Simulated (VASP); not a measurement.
# Pb (Fm-3m) in VASP: settings compared, part 2 of 2

VASP 6.6.1.

### Step 4. Single point, LDA

The input, INCAR:

```
SYSTEM = Pb
ALGO     = Normal         ! electronic algorithm
EDIFF    = 1E-7           ! SCF threshold, eV
ENCUT    = 520            ! plane-wave cutoff, eV
ISIF     = 2              ! what is computed and relaxed
ISMEAR   = 0              ! smearing method
LASPH    = .True.         ! aspherical terms in the spheres
LCHARG   = .False.        ! write CHGCAR
LREAL    = .False.        ! projectors in reciprocal space
LWAVE    = .False.        ! write WAVECAR
NELM     = 80             ! most SCF steps
PREC     = Accurate       ! precision mode
SIGMA    = 0.1            ! smearing width, eV
```

The input, KPOINTS:

```
k-points
0
Gamma
  9 9 9
  0 0 0
```

The input, POSCAR:

```
Pb
1.0
    0.0000000000      2.4750200000      2.4750200000
    2.4750200000      0.0000000000      2.4750200000
    2.4750200000      2.4750200000      0.0000000000
Pb
1
Cartesian
    0.0000000000      0.0000000000      0.0000000000
```

Potentials or basis: VASP PAW LDA potentials, release 64 (Pb_d).

Run with:

```bash
> cat potpaw_LDA.64/Pb_d/POTCAR > POTCAR
> mpirun -np 1 vasp_std > vasp.out
```

OUTCAR:

```text
SYSTEM = Pb
   EDIFF = 1E-7
   ENCUT = 520
   ISIF = 2
   ISMEAR = 0
   LASPH = .True.
   LREAL = .False.
   NELM = 80
   PREC = Accurate

 ion  position               nearest neighbor table
   1  0.000  0.000  0.000-

  LATTYP: Found a face centered cubic cell.
 ALAT       =     4.9500400000

  Lattice vectors:

 A1 = (   0.0000000000,   2.4750200000,   2.4750200000)
 A2 = (   2.4750200000,   0.0000000000,   2.4750200000)
 A3 = (   2.4750200000,   2.4750200000,   0.0000000000)

Analysis of symmetry for initial positions (statically):
=====================================================================
 Subroutine PRICEL returns:
 Original cell was already a primitive cell.

 Routine SETGRP: Setting up the symmetry group for a
 face centered cubic supercell.

 Subroutine GETGRP returns: Found 48 space group operations
 (whereof 48 operations were pure point group operations)
 out of a pool of 48 trial point group operations.

The static configuration has the point symmetry O_h .

Analysis of symmetry for dynamics (positions and initial velocities):
=====================================================================
 Subroutine PRICEL returns:
 Original cell was already a primitive cell.

 Routine SETGRP: Setting up the symmetry group for a
 face centered cubic supercell.

 Subroutine GETGRP returns: Found 48 space group operations
 (whereof 48 operations were pure point group operations)
 out of a pool of 48 trial point group operations.

The dynamic configuration has the point symmetry O_h .

 Subroutine INISYM returns: Found 48 space group operations
 (whereof 48 operations are pure point group operations),
 and found     1 'primitive' translations

----------------------------------------------------------------------------------------

                                     Primitive cell

  volume of cell :      30.3226

  direct lattice vectors                    reciprocal lattice vectors
     0.000000000  2.475020000  2.475020000    -0.202018570  0.202018570  0.202018570
     2.475020000  0.000000000  2.475020000     0.202018570 -0.202018570  0.202018570
     2.475020000  2.475020000  0.000000000     0.202018570  0.202018570 -0.202018570

  length of vectors
     3.500206851  3.500206851  3.500206851     0.349906427  0.349906427  0.349906427

  position of ions in fractional coordinates (direct lattice)
     0.000000000  0.000000000  0.000000000

  ion indices of the primitive-cell ions
   primitive index   ion index
                 1           1

----------------------------------------------------------------------------------------

 KPOINTS: k-points

Automatic generation of k-mesh.
 Grid dimensions read from file:
 generate k-points for:    9    9    9

 Generating k-lattice:

  Cartesian coordinates                     Fractional coordinates (reciprocal lattice)
    -0.022446508  0.022446508  0.022446508     0.111111111  0.000000000  0.000000000
     0.022446508 -0.022446508  0.022446508     0.000000000  0.111111111  0.000000000
     0.022446508  0.022446508 -0.022446508     0.000000000  0.000000000  0.111111111

  Length of vectors
     0.038878492  0.038878492  0.038878492

  Shift w.r.t. Gamma in fractional coordinates (k-lattice)
     0.000000000  0.000000000  0.000000000

 Subroutine IBZKPT returns following result:
 ===========================================

 Found     35 irreducible k-points:

 Following reciprocal coordinates:
            Coordinates               Weight
  0.000000  0.000000  0.000000      1.000000
  0.111111  0.000000  0.000000      8.000000
  0.222222  0.000000  0.000000      8.000000
  0.333333  0.000000  0.000000      8.000000
  0.444444  0.000000  0.000000      8.000000
  0.111111  0.111111  0.000000      6.000000
[... 27 lines left out ...]
 -0.333333  0.444444  0.111111     24.000000
 -0.333333  0.444444  0.222222     24.000000
   k-points           NKPTS =     35   k-points in BZ     NKDIM =     35   number of bands    NBANDS=     11
   number of dos      NEDOS =    301   number of ions     NIONS =      1
   total plane-waves  NPLWV =  21952
   dimension x,y,z NGX =    28 NGY =   28 NGZ =   28
   dimension x,y,z NGXF=    56 NGYF=   56 NGZF=   56
   ions per type =               1
   NGX,Y,Z   is equivalent  to a cutoff of  13.30, 13.30, 13.30 a.u.
   NGXF,Y,Z  is equivalent  to a cutoff of  26.60, 26.60, 26.60 a.u.
 SYSTEM =  Pb
   PREC   = accura    normal or accurate (medium, high low for compatibility)
   ISTART =      0    job   : 0-new  1-cont  2-samecut
   ICHARG =      2    charge: 1-file 2-atom 10-const
   ISPIN  =      1    spin polarized calculation?
   LNONCOLLINEAR =      F non collinear calculations
   LSORBIT =      F    spin-orbit coupling
   LASPH  =      T    aspherical Exc in radial PAW
   ENCUT  =  520.0 eV  38.22 Ry    6.18 a.u.   6.51  6.51  6.51*2*pi/ulx,y,z
   NELM   =     80;   NELMIN=  2; NELMDL= -5     # of ELM steps
   EDIFF  = 0.1E-06   stopping-criterion for ELM
   LREAL  =      F    real-space projection
   EDIFFG = 0.1E-05   stopping-criterion for IOM
   NSW    =      0    number of steps for IOM
   IBRION =     -1    ionic relax: 0-MD 1-quasi-New 2-CG
   NFREE  =      0    steps in history (QN), initial steepest desc. (CG)
   ISIF   =      2    stress and relaxation
   ISYM   =      2    0-nonsym 1-usesym 2-fastsym
   POTIM  = 0.5000    time-step for ionic-motion
   TEBEG  =    0.0;   TEEND  =   0.0 temperature during run
   PSTRESS=    0.0 pullay stress
   NELECT =      14.0000    total number of electrons
   NUPDOWN=      -1.0000    fix difference up-down
   EMIN   =  10.00;   EMAX   =-10.00  energy-range for DOS
   EFERMI =   0.00;   METHOD = LEGACY
   ISMEAR =     0;   SIGMA  =   0.10  broadening in eV -4-tet -1-fermi 0-gaus
   EFERMI_NEDOS =   21; number of points for ismear=-14 and -15
   IALGO  =     38    algorithm
   IMIX   =      4    mixing-type and parameters
     AMIX     =   0.40;   BMIX     =  1.00
     AMIX_MAG =   1.60;   BMIX_MAG =  1.00
  volume/ion in A,a.u.               =      30.32       204.63
  Fermi-wavevector in a.u.,A,eV,Ry     =   1.265306  2.391081 21.782907  1.600999
  Thomas-Fermi vector in A             =   2.398566
   LORBIT       =      0    0 simple, 1 ext, 2 COOP (PROOUT), +10 PAW based schemes
   GGA     = CA    functional components
   LHFCALC =     F    Hartree Fock is set to
   AEXX    =    0.0000 exact exchange contribution
   IVDW    =     0    specifies the selected vdW correction
   LEPSILON=     F    determine dielectric tensor
   LRPA    =     F    only Hartree local field effects (RPA)
 non-spin polarized calculation
 Gauss-broadening in eV      SIGMA  =   0.10
  energy-cutoff  :      520.00
  volume of cell :       30.32
 maximum number of plane-waves:       869
 NGX is ok and might be reduce to    28
   NGX = 13   NGY = 13   NGZ = 13

 number of electron      13.9999999 magnetization

 Free energy of the ion-electron system (eV)
  ---------------------------------------------------
  ext. energy  EPLUGINS =         0.00000000
  ---------------------------------------------------
  free energy    TOTEN  =        -4.26407018 eV

  energy without entropy =       -4.26205456  energy(sigma->0) =       -4.26306237

 E-fermi :   6.8563     XC(G=0): -10.4558

 val. band max:        6.6344923784   @ k =  -0.3333   0.3333   0.1111
 cond. band min:       6.8663097844   @ k =  -0.2222   0.3333   0.1111
 fundamental gap:      0.2318174061
 Fermi energy:         6.8563285532

 k-point     1 :       0.0000    0.0000    0.0000
  band No.  band energies     occupation
      1     -10.0041      2.00000
      2     -10.0041      2.00000
      3     -10.0041      2.00000
      4      -9.8612      2.00000
      5      -9.8612      2.00000
      6      -4.7593      2.00000
      7      14.3537      0.00000
      8      14.3537      0.00000
      9      14.3537      0.00000
     10      16.8346      0.00000
     11      18.4739      0.00000
[... 463 lines left out ...]
 k-point    35 :      -0.3333    0.4444    0.2222
  band No.  band energies     occupation
      1      -9.9951      2.00000
      2      -9.9819      2.00000
      3      -9.8998      2.00000
      4      -9.8074      2.00000
      5      -9.7021      2.00000
      6       0.1626      2.00000
      7       5.1888      2.00000
      8       6.1326      2.00000
      9       7.7976      0.00000
     10      17.3167      0.00000
     11      18.4097      0.00000

------------------------ aborting loop because EDIFF is reached ----------------------------------------

  FORCE on cell =-STRESS in cart. coord.  units (eV):
  Direction    XX          YY          ZZ          XY          YZ          ZX
  --------------------------------------------------------------------------------------
  -------------------------------------------------------------------------------------
  Total       -0.4019650     -0.4019650     -0.4019650     -0.0000000      0.0000000     -0.0000000
  in kB      -21.2389340    -21.2389340    -21.2389340     -0.0000000      0.0000000     -0.0000000
  external PRESSURE =     -21.2389340 kB  Pullay stress =       0.0000000 kB

 VOLUME and BASIS-vectors are now :
 -----------------------------------------------------------------------------
  energy-cutoff  :      520.00
  volume of cell :       30.32
      direct lattice vectors                 reciprocal lattice vectors
     0.000000000  2.475020000  2.475020000    -0.202018570  0.202018570  0.202018570
     2.475020000  0.000000000  2.475020000     0.202018570 -0.202018570  0.202018570
     2.475020000  2.475020000  0.000000000     0.202018570  0.202018570 -0.202018570

 POSITION                                       TOTAL-FORCE (eV/Angst)
 -----------------------------------------------------------------------------------
      0.00000      0.00000      0.00000         0.000000      0.000000     -0.000000
 -----------------------------------------------------------------------------------
    total drift:                               -0.000000     -0.000000     -0.000000

  FREE ENERGIE OF THE ION-ELECTRON SYSTEM (eV)
  ---------------------------------------------------
  free  energy   TOTEN  =        -4.2640701790 eV

  energy  without entropy=       -4.2620545593  energy(sigma->0) =       -4.26306237
```

It took 6.4 s on 1 thread of Intel Xeon Platinum 8488C (Sapphire Rapids), shared host; peak memory 0.13 GiB.

What came out:

```yaml
Free_energy: -4.2641 eV
Pressure: -2.1 GPa
Band_gap_on_the_k_mesh: none (metal or under the smearing width)
```

The run has no spin-orbit coupling, so splittings on Pb are missing.

### Step 5. Single point, LDA

The input, run.py:

```python
from ase.calculators.vasp import Vasp
from ase.dft.bandgap import bandgap
from ase.spacegroup import crystal

atoms = crystal(
    ['Pb'],
    basis=[[0.0, 0.0, 0.0]],
    spacegroup=225,
    setting=1,
    cellpar=[4.95004, 4.95004, 4.95004, 90.0, 90.0, 90.0],
    primitive_cell=True,
)
calc = Vasp(
    directory='calc',
    xc='lda',
    pp='LDA',
    setups='materialsproject',
    prec='Accurate',
    encut=520,
    ediff=1e-07,
    ismear=0,
    sigma=0.1,
    lreal=False,
    lasph=True,
    nelm=80,
    algo='Fast',
    isif=2,
    lwave=False,
    lcharg=False,
    kpts=[9, 9, 9],
    gamma=True,
)
atoms.calc = calc

print('energy (eV):', atoms.get_potential_energy())
print('free energy (eV):', atoms.get_potential_energy(force_consistent=True))
print('forces (eV/A):')
print(atoms.get_forces())
print('stress (eV/A^3, Voigt):', atoms.get_stress())
print('Fermi level (eV):', calc.get_fermi_level())
gap, top, bottom = bandgap(calc)
print('band gap (eV):', gap, 'from (spin, k, band)', top, 'to', bottom)
```

Run with:

```bash
> python run.py
```

Run time: 14 s. Hardware: 1 thread of Intel Xeon Platinum 8488C (Sapphire Rapids), shared host; peak memory 0.13 GiB.

It converged, with:

```yaml
Free_energy: -4.2641 eV
Pressure: -2.1 GPa
Band_gap_on_the_k_mesh: none (metal or under the smearing width)
```

Levels at points of the mesh, in eV from the Fermi level:
```
           k point  band 3  band 4  band 5  band 6  band 7  band 8  band 9  band 10  band 11
(0.00, 0.00, 0.00)  -16.86  -16.72  -16.72  -11.62    7.50    7.50    7.50     9.98    11.62
```

### Step 6. For comparison

An earlier run on the cell as given: functional PBE; potentials or basis VASP PAW PBE potentials, release 64 (Pb_d); cutoff 520 eV; k mesh 9 × 9 × 9; occupations fermi-dirac, width 0.05 eV; no spin polarisation.

* Pressure: 2.2 GPa
* Band gap on the k mesh: none (metal or under the smearing width)

### Step 7. Summary

```csv
task,level,potentials or basis,cell,k mesh,cutoff (eV),smearing,grid for exact exchange (PRECFOCK),exchange at q = 0,mesh quality,gap on the mesh (eV),pressure (GPa)
single point,PBE,"VASP PAW PBE potentials, release 64 (Pb_d)",as given,9 × 9 × 9,520,gaussian 0.014 eV,-,-,not flagged,none,2.2
relaxation of cell and atoms,PBE0,"VASP PAW PBE potentials, release 64 (Pb_d)",relaxed,5 × 5 × 5,600,fermi-dirac 0.05 eV,Normal,default,coarse,none,0.0
single point,LDA,"VASP PAW LDA potentials, release 64 (Pb_d)",as given,9 × 9 × 9,520,gaussian 0.1 eV,-,-,not flagged,none,-2.1
single point,PBE,"VASP PAW PBE potentials, release 64 (Pb_d)",as given,9 × 9 × 9,520,fermi-dirac 0.05 eV,-,-,not flagged,none,2.2
```

Alike in all rows: no spin polarisation.

Caveats: some runs use coarse meshes; the PAW data sets were made with another functional, which shifts forces and pressure a little (some runs).

Total energies depend on the potentials used, so only differences within one code and one set of settings carry meaning.
